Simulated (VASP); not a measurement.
# GaP (F-43m) in VASP: further runs, part 2 of 3

VASP 6.6.1. The steps go on from the part before.

### Step 3. G0W0 quasiparticle levels, PBE

POSCAR reads:

```
GaP
1.0
    0.0000000000      2.7252500000      2.7252500000
    2.7252500000      0.0000000000      2.7252500000
    2.7252500000      2.7252500000      0.0000000000
Ga P
1 1
Direct
    0.0000000000      0.0000000000      0.0000000000
    0.7500000000      0.7500000000      0.7500000000
```

INCAR.step1 reads:

```
PREC = Accurate ; ENCUT = 450
EDIFF = 1E-8 ; ISMEAR = 0
SIGMA = 0.01 ; LREAL = False
LASPH = True ; NELM = 100
ALGO = Fast ; LWAVE = True
LCHARG = False ; GGA = PE
```

INCAR.step2 reads:

```
PREC = Accurate ; ENCUT = 450
EDIFF = 1E-8 ; ISMEAR = 0
SIGMA = 0.01 ; LREAL = False
LASPH = True ; NELM = 1
ALGO = Exact ; LWAVE = True
LCHARG = False ; GGA = PE
NBANDS = 57 ; LOPTICS = True
ISTART = 1
```

INCAR.step3 reads:

```
PREC = Accurate ; ENCUT = 450
EDIFF = 1E-8 ; ISMEAR = 0
SIGMA = 0.01 ; LREAL = False
LASPH = True ; ALGO = EVGW0
LWAVE = False ; LCHARG = False
GGA = PE ; NELMGW = 1
NBANDS = 57 ; ENCUTGW = 150
NOMEGA = 48 ; PRECFOCK = Fast
ISTART = 1 ; NBANDSGW = 17
```

KPOINTS reads:

```
Automatic mesh
0
Gamma
  3 3 3
```

Potentials or basis: VASP PAW PBE potentials, release 64 (Ga_d_GW, P_GW).

Command:

```console
> cat potpaw_PBE.64/Ga_d_GW/POTCAR potpaw_PBE.64/P_GW/POTCAR > POTCAR
> cp INCAR.step1 INCAR
> mpirun -np 1 vasp_std > vasp.out
> cp INCAR.step2 INCAR
> mpirun -np 1 vasp_std > vasp.out
> cp INCAR.step3 INCAR
> mpirun -np 1 vasp_std > vasp.out
```

OUTCAR:

```text
PREC = Accurate
   ENCUT = 450
   EDIFF = 1E-8
   ISMEAR = 0
   LREAL = False
   LASPH = True
   GGA = PE
   NELMGW = 1
   ENCUTGW = 150
   PRECFOCK = Fast
   ISTART = 1

 Found      4 irreducible k-points:

 Following reciprocal coordinates:
            Coordinates               Weight
  0.000000  0.000000  0.000000      1.000000
  0.333333  0.000000  0.000000      8.000000
  0.333333  0.333333  0.000000      6.000000
 -0.333333  0.333333  0.000000     12.000000
   k-points           NKPTS =      4   k-points in BZ     NKDIM =     27   number of bands    NBANDS=     57
   number of dos      NEDOS =    301   number of ions     NIONS =      2
   total plane-waves  NPLWV =  21952
   dimension x,y,z NGX =    28 NGY =   28 NGZ =   28
   dimension x,y,z NGXF=    56 NGYF=   56 NGZF=   56
   ions per type =               1   1
   NGX,Y,Z   is equivalent  to a cutoff of  12.08, 12.08, 12.08 a.u.
   NGXF,Y,Z  is equivalent  to a cutoff of  24.16, 24.16, 24.16 a.u.
 SYSTEM =  unknown system
   PREC   = accura    normal or accurate (medium, high low for compatibility)
   ISTART =      1    job   : 0-new  1-cont  2-samecut
   ICHARG =      0    charge: 1-file 2-atom 10-const
   ISPIN  =      1    spin polarized calculation?
   LNONCOLLINEAR =      F non collinear calculations
   LSORBIT =      F    spin-orbit coupling
   LASPH  =      T    aspherical Exc in radial PAW
   ENCUT  =  450.0 eV  33.07 Ry    5.75 a.u.   6.67  6.67  6.67*2*pi/ulx,y,z
   NELM   =     60;   NELMIN=  2; NELMDL=  0     # of ELM steps
   EDIFF  = 0.1E-07   stopping-criterion for ELM
   LREAL  =      F    real-space projection
   EDIFFG = 0.1E-06   stopping-criterion for IOM
   NSW    =      0    number of steps for IOM
   IBRION =     -1    ionic relax: 0-MD 1-quasi-New 2-CG
   NFREE  =      0    steps in history (QN), initial steepest desc. (CG)
   ISIF   =      0    stress and relaxation
   ISYM   =      3    0-nonsym 1-usesym 2-fastsym
   POTIM  = 0.5000    time-step for ionic-motion
   TEBEG  =    0.0;   TEEND  =   0.0 temperature during run
   PSTRESS=    0.0 pullay stress
   NELECT =      18.0000    total number of electrons
   NUPDOWN=      -1.0000    fix difference up-down
   EMIN   =  10.00;   EMAX   =-10.00  energy-range for DOS
   EFERMI =   0.00;   METHOD = LEGACY
   ISMEAR =     0;   SIGMA  =   0.01  broadening in eV -4-tet -1-fermi 0-gaus
   EFERMI_NEDOS =   21; number of points for ismear=-14 and -15
   IALGO  =     38    algorithm
   IMIX   =      4    mixing-type and parameters
     AMIX     =   0.40;   BMIX     =  1.00
     AMIX_MAG =   1.60;   BMIX_MAG =  1.00
  volume/ion in A,a.u.               =      20.24       136.59
  Fermi-wavevector in a.u.,A,eV,Ry     =   1.249538  2.361284 21.243377  1.561344
  Thomas-Fermi vector in A             =   2.383574
   LORBIT       =      0    0 simple, 1 ext, 2 COOP (PROOUT), +10 PAW based schemes
   GGA     = PE    functional components
   LHFCALC =     T    Hartree Fock is set to
   PRECFOCK=fast      Normal, Fast or Accurate (Low or Medium for compatibility)
   ENCUT4O =  -1.0   cutoff for four orbital integrals eV
   NKREDX  =     1    reduce k-point grid by
   NKREDY  =     1    reduce k-point grid by
   NKREDZ  =     1    reduce k-point grid by
   AEXX    =    1.0000 exact exchange contribution
   HFSCREEN=    0.0000 screening length (either q_TF or 0.3 A-1)
   HFSCREENC=   0.0000 screening length for correlation (either q_TF or 0.3 A-1)
   ENCUTFOCK=  -1.0 apply spherical cutoff to Coloumb kernel
   IVDW    =     0    specifies the selected vdW correction
   LEPSILON=     F    determine dielectric tensor
   LRPA    =     F    only Hartree local field effects (RPA)
   LRPAFORCE           =     F    calculate RPA forces
   ENCUTGW             = 150.0    cutoff for response function in eV
   ENCUTGWSOFT         = 120.0    soft cutoff for Coulomb kernel in GW response function in eV
   ENCUTLF             =  -1.0    cutoff for local field effects
   NELMGW              =     1    number of iterations in solving QP/BSE equation
   NELMHF              =     1    number of iterations in the inner HF iteration
   NKREDLFX            =     1    NKREDLFY  =   1   NKREDLFZ  =   1
 non-spin polarized calculation
 Gauss-broadening in eV      SIGMA  =   0.01
  energy-cutoff  :      450.00
  volume of cell :       40.48
 maximum number of plane-waves:       893
 NGX is ok and might be reduce to    28
  NGX = 16; NGY = 16; NGZ = 16
   NGX = 13   NGY = 13   NGZ = 13
 maximum number of plane-waves:       172

 QP shifts <psi_nk| G(iteration)W_0 |psi_nk>: iteration 1
 for sc-GW calculations column KS-energies equals QP-energies in previous step
 and V_xc(KS)=  KS-energies - (<T + V_ion + V_H > + <T+V_H+V_ion>^1  + <V_x>^1)

 k-point   1 :       0.0000    0.0000    0.0000
  band No.  KS-energies  QP-energies   sigma(KS)   V_xc(KS)     V^pw_x(r,r')   Z            occupation Imag(sigma)

      1     -10.1855     -12.4935     -25.0530     -21.6845     -35.0252       0.6852       2.0000       0.2611
      2     -10.1855     -12.4935     -25.0530     -21.6845     -35.0252       0.6852       2.0000       0.2611
      3     -10.1855     -12.4935     -25.0530     -21.6845     -35.0252       0.6852       2.0000       0.2611
      4     -10.0899     -12.4329     -25.2115     -21.8031     -35.1436       0.6874       2.0000       0.2172
      5     -10.0899     -12.4329     -25.2115     -21.8031     -35.1436       0.6874       2.0000       0.2172
      6      -8.0299      -8.4079     -11.8867     -11.3535     -18.6291       0.7089       2.0000       1.2262
[... 9 lines left out ...]
     16      14.1509      14.6589     -10.1578     -10.8284      -4.9890       0.7575       0.0000      -0.2627
     17      16.8528      16.8812      -8.1297      -8.1664      -2.3911       0.7760       0.0000      -0.5222

 k-point   2 :       0.3333    0.0000    0.0000
  band No.  KS-energies  QP-energies   sigma(KS)   V_xc(KS)     V^pw_x(r,r')   Z            occupation Imag(sigma)

      1     -10.2449     -12.4970     -24.6881     -21.4019     -34.6068       0.6853       2.0000       0.2934
      2     -10.1656     -12.4857     -25.0941     -21.7194     -35.0663       0.6875       2.0000       0.2585
      3     -10.1656     -12.4857     -25.0941     -21.7194     -35.0663       0.6875       2.0000       0.2585
      4     -10.0862     -12.4391     -25.2199     -21.8122     -35.1585       0.6905       2.0000       0.2164
      5     -10.0862     -12.4391     -25.2199     -21.8122     -35.1585       0.6905       2.0000       0.2164
      6      -6.7233      -7.1018     -12.5013     -11.9516     -18.9041       0.6885       2.0000       0.9425
[... 9 lines left out ...]
     16      14.1473      14.1972      -8.0888      -8.1523      -2.6893       0.7861       0.0000      -0.3704
     17      19.2487      19.5325      -9.3278      -9.7041      -3.0812       0.7542       0.0000      -0.7347

 k-point   3 :       0.3333    0.3333    0.0000
  band No.  KS-energies  QP-energies   sigma(KS)   V_xc(KS)     V^pw_x(r,r')   Z            occupation Imag(sigma)

      1     -10.2749     -12.5051     -24.6449     -21.3727     -34.5686       0.6816       2.0000       0.2965
      2     -10.1380     -12.4794     -25.1665     -21.7800     -35.1478       0.6914       2.0000       0.2563
      3     -10.1380     -12.4794     -25.1665     -21.7800     -35.1478       0.6914       2.0000       0.2563
      4     -10.1153     -12.4376     -25.1231     -21.7282     -35.0419       0.6841       2.0000       0.2199
      5     -10.0738     -12.4387     -25.2427     -21.8336     -35.1855       0.6937       2.0000       0.2121
      6      -6.2578      -6.6384     -12.5644     -12.0133     -18.7791       0.6906       2.0000       0.8642
[... 9 lines left out ...]
     16      18.8867      19.1573      -9.0369      -9.3929      -2.9341       0.7600       0.0000      -0.6794
     17      19.8687      20.3410     -10.3843     -11.0084      -3.9445       0.7568       0.0000      -0.9330

 k-point   4 :      -0.3333    0.3333    0.0000
  band No.  KS-energies  QP-energies   sigma(KS)   V_xc(KS)     V^pw_x(r,r')   Z            occupation Imag(sigma)

      1     -10.2739     -12.5014     -24.6046     -21.3467     -34.5251       0.6837       2.0000       0.3036
      2     -10.1480     -12.4835     -25.1315     -21.7434     -35.0963       0.6893       2.0000       0.2524
      3     -10.1366     -12.4809     -25.1666     -21.7834     -35.1500       0.6929       2.0000       0.2563
      4     -10.1004     -12.4382     -25.1773     -21.7746     -35.1095       0.6870       2.0000       0.2180
      5     -10.0831     -12.4419     -25.2186     -21.8123     -35.1572       0.6925       2.0000       0.2134
      6      -5.2808      -5.6814     -13.2159     -12.6406     -19.1783       0.6964       2.0000       0.7325
[... 9 lines left out ...]
     16      19.4742      19.6903      -8.9112      -9.1973      -2.7823       0.7552       0.0000      -0.6816
     17      20.2154      20.6678     -10.0388     -10.6356      -3.3956       0.7581       0.0000      -0.9364
```

Wall time 31 s (1 thread of Intel Xeon 6975P-C (Granite Rapids), shared host); peak memory 0.23 GiB.

The run converged, but some of its settings lie outside the range that counts as converged, so its numbers aren't taken as properties of the crystal.

What came out:

| Property | Result |
| --- | --- |
| Band gap on the k mesh, mean-field level | 1.70 eV, indirect (least direct gap 1.80 eV) |
| Quasiparticle gap | 2.23 eV |
| Least direct quasiparticle gap | 2.73 eV |

Caveat: the k mesh is coarse (spacing up to 0.67 Å⁻¹), so the values aren't converged; bands, screening cutoff and mesh are small and nothing is extrapolated, so the quasiparticle values aren't converged; an odd mesh through Γ misses points on the zone boundary, where band edges often lie.

### Step 4. G0W0 quasiparticle levels, PBE

POSCAR is that of step 3.

INCAR.step1 is that of step 3.

INCAR.step2 is that of step 3.

INCAR.step3, as its differences from that of step 3:

```diff
@@ -7,3 +7,3 @@
 NBANDS = 57 ; ENCUTGW = 150
-NOMEGA = 48 ; PRECFOCK = Fast
+NOMEGA = 100 ; PRECFOCK = Fast
 ISTART = 1 ; NBANDSGW = 17
```

KPOINTS is that of step 3.

Potentials or basis: VASP PAW PBE potentials, release 64 (Ga_d_GW, P_GW).

Command:

```console
> cat potpaw_PBE.64/Ga_d_GW/POTCAR potpaw_PBE.64/P_GW/POTCAR > POTCAR
> cp INCAR.step1 INCAR
> mpirun -np 1 vasp_std > vasp.out
> cp INCAR.step2 INCAR
> mpirun -np 1 vasp_std > vasp.out
> cp INCAR.step3 INCAR
> mpirun -np 1 vasp_std > vasp.out
```

OUTCAR:

```text
PREC = Accurate
   ENCUT = 450
   EDIFF = 1E-8
   ISMEAR = 0
   LREAL = False
   LASPH = True
   GGA = PE
   NELMGW = 1
   ENCUTGW = 150
   PRECFOCK = Fast
   ISTART = 1

 Found      4 irreducible k-points:

 Following reciprocal coordinates:
            Coordinates               Weight
  0.000000  0.000000  0.000000      1.000000
  0.333333  0.000000  0.000000      8.000000
  0.333333  0.333333  0.000000      6.000000
 -0.333333  0.333333  0.000000     12.000000
   k-points           NKPTS =      4   k-points in BZ     NKDIM =     27   number of bands    NBANDS=     57
[... 59 lines left out ...]
   ENCUTLF             =  -1.0    cutoff for local field effects
   NELMGW              =     1    number of iterations in solving QP/BSE equation
   NELMHF              =     1    number of iterations in the inner HF iteration
   NKREDLFX            =     1    NKREDLFY  =   1   NKREDLFZ  =   1
 non-spin polarized calculation
 Gauss-broadening in eV      SIGMA  =   0.01
  energy-cutoff  :      450.00
  volume of cell :       40.48
 maximum number of plane-waves:       893
 NGX is ok and might be reduce to    28
  NGX = 16; NGY = 16; NGZ = 16
   NGX = 13   NGY = 13   NGZ = 13
 maximum number of plane-waves:       172

 QP shifts <psi_nk| G(iteration)W_0 |psi_nk>: iteration 1
 for sc-GW calculations column KS-energies equals QP-energies in previous step
 and V_xc(KS)=  KS-energies - (<T + V_ion + V_H > + <T+V_H+V_ion>^1  + <V_x>^1)

 k-point   1 :       0.0000    0.0000    0.0000
  band No.  KS-energies  QP-energies   sigma(KS)   V_xc(KS)     V^pw_x(r,r')   Z            occupation Imag(sigma)

      1     -10.1855     -12.4451     -25.0144     -21.6845     -35.0252       0.6786       2.0000       0.3479
      2     -10.1855     -12.4451     -25.0144     -21.6845     -35.0252       0.6786       2.0000       0.3479
      3     -10.1855     -12.4451     -25.0144     -21.6845     -35.0252       0.6786       2.0000       0.3479
      4     -10.0899     -12.3503     -25.1508     -21.8031     -35.1436       0.6752       2.0000       0.3486
      5     -10.0899     -12.3503     -25.1508     -21.8031     -35.1436       0.6752       2.0000       0.3486
      6      -8.0299      -8.3727     -11.7959     -11.3535     -18.6291       0.7749       2.0000       1.1683
[... 59 lines left out ...]
      3     -10.1366     -12.4108     -25.1277     -21.7834     -35.1500       0.6800       2.0000       0.3456
      4     -10.1004     -12.3510     -25.1185     -21.7746     -35.1095       0.6730       2.0000       0.3415
      5     -10.0831     -12.3411     -25.1568     -21.8123     -35.1572       0.6752       2.0000       0.3415
      6      -5.2808      -5.6442     -13.1831     -12.6406     -19.1783       0.6699       2.0000       0.6168
[... 9 lines left out ...]
     16      19.4742      19.6397      -8.9780      -9.1973      -2.7823       0.7547       0.0000      -0.5973
     17      20.2154      20.5822     -10.1360     -10.6356      -3.3956       0.7342       0.0000      -0.8494
```

OUTCAR.step2:

```text
PREC = Accurate
   ENCUT = 450
   EDIFF = 1E-8
   ISMEAR = 0
   LREAL = False
[... 538 lines left out ...]
     0.00000    29.35321    29.35321    29.35321     0.00000     0.00000     0.00000
     0.86709    32.73486    32.73486    32.73486     0.00000     0.00000     0.00000
     1.73418    58.73473    58.73473    58.73473     0.00000     0.00000     0.00000
     2.60127    80.39903    80.39903    80.39903     0.00000     0.00000     0.00000
     3.46836     9.01334     9.01334     9.01334     0.00000    -0.00000     0.00000
     4.33545    19.99900    19.99900    19.99900     0.00000    -0.00000     0.00000
[... 92 lines left out ...]
    84.97474     0.92417     0.92417     0.92417    -0.00000    -0.00000    -0.00000
    85.84183     0.92608     0.92608     0.92608    -0.00000    -0.00000    -0.00000
```

Wall time 32 s (1 thread of Intel Xeon 6975P-C (Granite Rapids), shared host); peak memory 0.24 GiB.

The run converged, but some of its settings lie outside the range that counts as converged, so its numbers aren't taken as properties of the crystal.

What came out:

```yaml
Band_gap_on_the_k_mesh_mean-field_level: 1.70 eV, indirect (least direct gap 1.80 eV)
Quasiparticle_gap: 2.21 eV
Least_direct_quasiparticle_gap: 2.71 eV
```

Caveat: the k mesh is coarse (spacing up to 0.67 Å⁻¹), so the values aren't converged; bands, screening cutoff and mesh are small and nothing is extrapolated, so the quasiparticle values aren't converged; an odd mesh through Γ misses points on the zone boundary, where band edges often lie.

[end of part 2 of 3]
